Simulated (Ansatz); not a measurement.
C4H8, SMILES `C=CCC`, charge 0, multiplicity 1.

Question: Give a relaxed structure at PBE0-D4/def2-TZVP (Ansatz). (Best estimate.)

Answer: The calculation gave: 
Z-matrix (Å, degrees):
```
C
C 1 1.492
C 1 1.525 2 112.5
H 1 1.094 2 109.5 3 122.8
H 1 1.097 2 109.0 3 -120.9
C 2 1.325 1 125.3 3 -120.1
H 2 1.090 1 115.8 3 59.0
H 3 1.093 1 111.1 2 -58.0
H 3 1.092 1 111.2 2 -178.0
H 3 1.092 1 110.9 2 61.6
H 6 1.086 2 121.3 1 -0.7
H 6 1.084 2 121.7 1 179.5
```
This is one stationary point; other conformers may exist.
